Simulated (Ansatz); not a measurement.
# Ge (Fd-3m) in Ansatz: further runs, part 2 of 2

Ansatz 0.2.0. The steps go on from the part before.

## (5) Band structure, PBEsol

The input, input.yaml:

```yaml
crystal:
  lattice:
    - [0.0, 2.82891, 2.82891]
    - [2.82891, 0.0, 2.82891]
    - [2.82891, 2.82891, 0.0]
  atoms:
    - { symbol: Ge, position: [0.75, 0.75, 0.75] }
    - { symbol: Ge, position: [0.5, 0.5, 0.5] }
kpoints:
  mp_grid: { grid: [6, 6, 6] }
  band_path:
    path:
      - [0.0, 0.0, 0.0]
      - [0.5, 0.0, 0.5]
      - [0.5, 0.25, 0.75]
      - [0.375, 0.375, 0.75]
      - [0.0, 0.0, 0.0]
      - [0.5, 0.5, 0.5]
      - [0.625, 0.25, 0.625]
      - [0.5, 0.25, 0.75]
    npoints: 12
scf:
  occupations: { method: fermi_dirac, width: 0.05 }
hamiltonian:
  xc: pbesol
  pseudopotentials: { kind: all_electron, lapw: { basis_error: 0.001 } }
output:
  forces: true
  stress: true
  eigenvalues: true
```

Command:

```
ansatz run input.yaml --threads 1 --pin off --max-ram 3072MiB --backend cpu --events-out ev --progress --plain --runs-dir out
```

Run time: 14 s. Hardware: 1 thread of Arm Neoverse V1, shared host; peak memory 0.25 GiB.

The run converged. Its results:

```
Free energy             : -114149.6318 eV
Pressure                : 0.7 GPa
Band gap along the path : none (metal or under the smearing width)
```

Levels at the corners of the path, in eV from the Fermi level:
| point | band 18 | band 19 | band 20 | band 21 | band 22 | band 23 | band 24 | band 25 | band 26 | band 27 |
| --- | --- | --- | --- | --- | --- | --- | --- | --- | --- | --- |
| Γ | -24.57 | -12.82 | -0.03 | -0.02 | -0.02 | -0.02 | 2.50 | 2.50 | 2.50 | 6.20 |
| X | -24.53 | -8.92 | -8.92 | -3.11 | -3.11 | 0.64 | 0.64 | 9.46 | 9.46 | 11.49 |
| W | -24.52 | -8.82 | -8.82 | -3.96 | -3.96 | 4.26 | 4.26 | 4.61 | 4.61 | 10.94 |
| K | -24.51 | -9.39 | -8.33 | -4.39 | -2.67 | 1.05 | 4.00 | 7.14 | 7.33 | 8.07 |
| Γ | -24.57 | -12.82 | -0.03 | -0.02 | -0.02 | -0.02 | 2.50 | 2.50 | 2.50 | 6.20 |
| L | -24.54 | -10.72 | -7.65 | -1.43 | -1.43 | 0.10 | 3.68 | 3.68 | 6.94 | 10.40 |
| U | -24.51 | -9.39 | -8.33 | -4.39 | -2.67 | 1.05 | 4.00 | 7.14 | 7.33 | 8.07 |
| W | -24.52 | -8.82 | -8.82 | -3.96 | -3.96 | 4.26 | 4.26 | 4.61 | 4.61 | 10.94 |

Caveat: the k mesh is thin for a metal, which can move the energy by tens of meV per atom.

## (6) Band structure, PBEsol, spin-orbit coupling, no magnetisation

input.yaml, as its differences from that of step 5:

```diff
@@ -26,2 +26,5 @@
   pseudopotentials: { kind: all_electron, lapw: { basis_error: 0.001 } }
+magnetization:
+  noncollinear: true
+  spin_orbit: true
 output:
```

Potentials or basis: all-electron LAPW, relativistic spinors.

Command:

```
ansatz run input.yaml --threads 1 --pin off --max-ram 3072MiB --backend cpu --events-out ev --progress --plain --runs-dir out
```

Standard output:

```text
Warning: RAYON_NUM_THREADS=1 ignored (pool sized by the plan → 1); use --threads N
LAPW: plane waves up to 9.115 Å⁻¹, error target 1.0e-3 eV per atom; Dirac's equation on spinors; Ge in spheres of 1.225 Å, 22 of its electrons in bands (how accurate: hamiltonian.pseudopotentials.lapw.basis_error, Limitations)
Engine: ansatz 0.2.0, aarch64-unknown-linux-gnu
Pseudopotentials: kind: all_electron
Pseudopotential: Ge, LAPW, valence charge 22, lapw/all_electron/dirac/gaussian/Ge, Dirac's equation, gaussian nucleus
Functional definition: PBEsol
  exchange = pbesol_x
  correlation = pbesol_c
non-collinear run that drives no moment, with spin-orbit: no starting moment large enough to seed its density (crystal.atoms[].spin), no starting occupations that ask for one, no magnetisation constraint and no magnetic field, so the semilocal B_xc is pinned to zero
Crystal: 2 atoms, lattice volume = 45.278 Å³
Basis set: ecut = 316.5323004298973 eV, 561 PW (Γ), exchange–correlation at level 2
Bands: 54, of which v1, the nominal top of the filled ones, is band 44 counted from 1 (43 counted from 0)
Symmetry: 48 space group operations + 48 with time reversal
Magnetic group: BNS 227.129 (UNI 1631), of the structure as read, at distance tolerance 3.6e-5 Å
k-points: 16 of 216
Non-local potential: Ge, projectors of the file, none
Initial density: superposition of atomic densities (chi_scale 0.1, normalization cell)
Initial wavefunctions: plane waves of lowest kinetic energy (no species holds an atomic orbital)
Functional: x = pbesol(κ = 0.804, μ = 0.12345679012345678), c = pbesol(β = 0.046)
[... 20 lines left out ...]
Free energy (F): -114155.063925 eV
Harris-Foulkes:  -114155.063925 eV  (|F-HF|=2.35e-7)
Internal energy: -114155.062163 eV  (E = F + TS)
E sigma→0 (E₀):  -114155.063044 eV
Entropy (-TS):   -0.001762 eV (-0.881 meV/atom)
Fermi energy:    9.906018 eV
--- Per-component energies (eV) ---
  E_band       = -2087.237757
  E_kinetic    = 116559.073720
  E_xc         = -4256.611740
  E_electrostatic = -226457.524143  (all electrons and nuclei)
  E_smearing   = -0.001762  (= −TS)
  E_closure    = 0.000000  (closes the sum)
  E_atoms      = -114145.262173  (free atoms, spherical and without spin; not in F)
  Σ components = -114155.063925   (vs F -114155.063925, Δ=0.00e0)
  Basis errors (estimates in eV, not in F): energy 4.4e-4 per atom: plane waves 4.0e-4 (2.3e-4 summed), levels above the bands 4.1e-72, relativity 1.8e-8, radial functions 3.8e-5, core shells 6.8e-11; eigenvalues (radial functions only) 4.0e-7; not estimated: angular momenta, meshes, grids; target (lapw.basis_error) 1.0e-3; muffin-tin radii Ge 1.225 Å
--- Forces (eV/Å), atoms counted from 1 ---
  atom   1  Ge     0.00000000     0.00000000    -0.00000000
  atom   2  Ge     0.00000000     0.00000000     0.00000000
  max |Σ_I F_I| component: 1.05e-18 eV/Å
--- Stress (GPa, compression-positive) ---
        0.741039      -0.000000      -0.000000
       -0.000000       0.741039       0.000000
       -0.000000       0.000000       0.741039
  P = ⅓ Tr σ = 0.7410 GPa (7.410 kbar)
--- Band table (eV; the first three rows and the last of 16) ---
  k-point 0: bands = ["-153.5226", "-153.5226", "-153.5202", "-153.5202", "-103.7422", "-103.7422", "-103.7346", "-103.7346", "-99.4653", "-99.4653", "-99.4653", "-99.4653", "-99.4559", "-99.4559", "-99.4559", "-99.4559", "-15.2121", "-15.2121", "-15.2121", "-15.2121", "-15.1489", "-15.1489", "-15.1489", "-15.1489", "-14.7123", "-14.7123", "-14.5702", "-14.5702", "-14.5702", "-14.5702", "-14.5280", "-14.5280", "-14.5280", "-14.5280", "-14.4598", "-14.4598", "-2.9316", "-2.9316", "9.6626", "9.6626", "9.8537", "9.8537", "9.9594", "9.9594", "9.9594", "9.9594", "12.2425", "12.2425", "12.4568", "12.4568", "12.4568", "12.4568", "16.0867", "16.0867"]
  k-point 1: bands = ["-153.5224", "-153.5224", "-153.5203", "-153.5203", "-103.7418", "-103.7418", "-103.7349", "-103.7349", "-99.4654", "-99.4654", "-99.4646", "-99.4646", "-99.4565", "-99.4565", "-99.4557", "-99.4557", "-15.2142", "-15.2142", "-15.2075", "-15.2075", "-15.1532", "-15.1532", "-15.1456", "-15.1456", "-14.7010", "-14.7010", "-14.5886", "-14.5886", "-14.5791", "-14.5791", "-14.5178", "-14.5178", "-14.5151", "-14.5151", "-14.4644", "-14.4644", "-2.5944", "-2.5944", "6.6745", "6.6745", "9.2393", "9.2393", "9.4303", "9.4303", "10.7713", "10.7713", "13.0069", "13.0069", "13.1527", "13.1527", "13.9735", "13.9735", "17.5189", "17.5189"]
  k-point 2: bands = ["-153.5222", "-153.5222", "-153.5206", "-153.5206", "-103.7409", "-103.7409", "-103.7359", "-103.7359", "-99.4657", "-99.4657", "-99.4630", "-99.4630", "-99.4582", "-99.4582", "-99.4554", "-99.4554", "-15.2174", "-15.2174", "-15.1961", "-15.1961", "-15.1637", "-15.1637", "-15.1402", "-15.1402", "-14.6754", "-14.6754", "-14.6168", "-14.6168", "-14.5908", "-14.5908", "-14.5031", "-14.5031", "-14.4990", "-14.4990", "-14.4753", "-14.4753", "-1.6589", "-1.6589", "3.7510", "3.7510", "8.5952", "8.5952", "8.7831", "8.7831", "10.2095", "10.2095", "13.5418", "13.5418", "13.6571", "13.6571", "16.8097", "16.8097", "17.5547", "17.5547"]
  k-point 15: bands = ["-153.5214", "-153.5214", "-153.5214", "-153.5214", "-103.7384", "-103.7384", "-103.7384", "-103.7384", "-99.4652", "-99.4652", "-99.4618", "-99.4618", "-99.4593", "-99.4593", "-99.4559", "-99.4559", "-15.2149", "-15.2149", "-15.2007", "-15.2007", "-15.1617", "-15.1617", "-15.1352", "-15.1352", "-14.6546", "-14.6546", "-14.6196", "-14.6196", "-14.5786", "-14.5786", "-14.5667", "-14.5667", "-14.4850", "-14.4850", "-14.4505", "-14.4505", "1.0265", "1.0265", "1.0469", "1.0469", "6.0637", "6.0637", "6.1328", "6.1328", "12.4591", "12.4591", "12.5201", "12.5201", "16.3395", "16.3395", "16.4111", "16.4111", "20.7482", "20.7482"]
```

bands.tsv:

```text
[... 99 lines left out ...]
```

Wall time 1.8 min (1 thread of Arm Neoverse V1, shared host); peak memory 0.42 GiB.

Results:

```
Free energy             : -114155.0639 eV
Pressure                : 0.7 GPa
Band gap along the path : none (metal or under the smearing width)
```

Levels at the corners of the path, in eV from the Fermi level:
```csv
point,band 42,band 43,band 44,band 45,band 46,band 47
Γ,-0.05,0.05,0.05,0.05,0.05,2.34
X,-3.13,-3.13,-3.13,0.62,0.62,0.62
W,-4.02,-3.95,-3.95,4.16,4.16,4.30
K,-4.42,-2.69,-2.69,1.03,1.03,3.97
Γ,-0.05,0.05,0.05,0.05,0.05,2.34
L,-1.55,-1.36,-1.36,0.07,0.07,3.61
U,-4.42,-2.69,-2.69,1.03,1.03,3.97
W,-4.02,-3.95,-3.95,4.16,4.16,4.30
```

Caveat: the k mesh is thin for a metal, which can move the energy by tens of meV per atom.

## (7) Overview

| potentials or basis | spin | cell | k mesh | pressure (GPa) |
| --- | --- | --- | --- | --- |
| all-electron LAPW, scalar-relativistic | off | strain_z = 0 | 8 × 8 × 8 | 0.6 |
| all-electron LAPW, scalar-relativistic | off | as given | 6 × 6 × 6 | 0.7 |
| all-electron LAPW, relativistic spinors | SOC, no magnetisation | as given | 6 × 6 × 6 | 0.7 |

Alike in all rows: task band structure; level PBEsol; cutoff (eV) 317; smearing fermi-dirac 0.05 eV; basis error allowed 0.001 eV/atom.

Caveats: the k mesh is thin for a metal, which can move the energy by tens of meV per atom (some runs).

Compare energies only between runs with the same functional and basis.

## (8) Comparison with measurements

Step 5. Against the measured gap of Ge, 0.807 eV (direct; 300 K; “Electronic and optical properties of SixGe1-x-ySny alloys lattice-matched to Ge”, 2021, arxiv:2109.02782), the calculated 0.00 eV is off by -0.81 eV. 3 values of this kind are on record (0.666 to 0.807 eV); this one was drawn at random among those near their median. Spin-orbit coupling on Ge is left out. The value is that of PBEsol, without temperature or zero-point motion. Semilocal functionals fall short of measured gaps as a rule.

Step 6. Against the measured gap of Ge, 0.744 eV (indirect; 0 K; “Temperature-dependent photoluminescence in Ge: experiment and theory”, 2020, arxiv:2003.00143), the calculated 0.00 eV is off by -0.74 eV. 3 values of this kind are on record (0.666 to 0.807 eV); this one was drawn at random among those near their median. The value is that of PBEsol, without temperature or zero-point motion. Semilocal functionals fall short of measured gaps as a rule.
